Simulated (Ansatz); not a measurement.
`CC(=O)O` and `C[C](=O)[SnH3]` differ in one atom or group.

Ansatz, PBE0-D4/def2-TZVP geometries, multiplicity 1. Each molecule was computed in one conformer, which needn't be the lowest.

Elements past krypton have def2 core potentials.

```tsv
property	`CC(=O)O`
size of the dipole moment (PBE/def2-TZVPP) / D	1.69
HOMO energy (PBE0/def2-TZVPP) / eV	-8.12
HOMO energy (PBE/def2-TZVPP) / eV	-6.43
HOMO–LUMO gap (PBE0/def2-TZVPP) / eV	8.38
HOMO–LUMO gap (ωB97M-V/def2-TZVPP) / eV	13.02
HOMO energy (B3LYP/def2-TZVPP) / eV	-7.88
```

Question: What does the change do to each property? (Best estimate.)

Answer: Computed: 
```tsv
property	`C[C](=O)[SnH3]`	shift
size of the dipole moment (PBE/def2-TZVPP) / D	2.18	0.49
HOMO energy (PBE0/def2-TZVPP) / eV	-6.68	1.44
HOMO energy (PBE/def2-TZVPP) / eV	-5.42	1.01
HOMO–LUMO gap (PBE0/def2-TZVPP) / eV	5.63	-2.75
HOMO–LUMO gap (ωB97M-V/def2-TZVPP) / eV	10.04	-2.98
HOMO energy (B3LYP/def2-TZVPP) / eV	-6.50	1.38
```

With PBE0 the HOMO rises by 1.44 eV and the LUMO falls by 1.30 eV, so the gap narrows by about 2.74 eV. PBE moves the HOMO by 1.01 eV and ωB97M-V by 1.71 eV. Dipoles are sizes alone; their direction can turn.

B3LYP here is the variant with VWN-RPA as its local correlation; programs differ in this.

Positive LUMOs are unbound, so they and the gaps depend on the basis.
